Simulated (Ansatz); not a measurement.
**Structure optimisation: rhodium, bcc**

These are results of Ansatz, DFT, PBE, plane waves (420 eV) with PAW, scalar-relativistic, not measurements.

k-point mesh 15×15×15, Fermi-Dirac smearing 0.05 eV, starting moments 1.00 μB. Cell and atoms relax.

Starting structure:

```yaml
crystal:
  lattice:
    - [-1.50926, 1.50926, 1.50926]
    - [1.50926, -1.50926, 1.50926]
    - [1.50926, 1.50926, -1.50926]
  atoms:
    - { symbol: Rh, position: [0.00000, 0.00000, 0.00000] }
```

Task: The pressure at the start is 14.0 GPa. By how much does the volume change?

Result: From 13.75 to 14.51 Å³ per atom, 5.5 %. The final cell has a = 3.073 Å.

Task: How much energy does the relaxation gain?

Result: 31.2 meV per atom.

Path of the relaxation (the plane waves are chosen anew near the end, which can shift the energy a little):

| step | E − E(final) (meV/atom) | V (Å³/atom) | P (GPa) | max force (eV/Å) |
| --- | --- | --- | --- | --- |
| 0 | 31.15 | 13.752 | 13.98 | 0.000 |
| 1 | 13.28 | 15.029 | -7.35 | 0.000 |
| 2 | 0.68 | 14.563 | -0.87 | 0.000 |
| 3 | 0.48 | 14.506 | 0.01 | 0.000 |
| 4 | 0.00 | 14.506 | -0.01 | 0.000 |

Task: Which magnetic state does it end in?

Result: ferromagnetic, net 0.42 μB per atom; moments 0.41 μB.
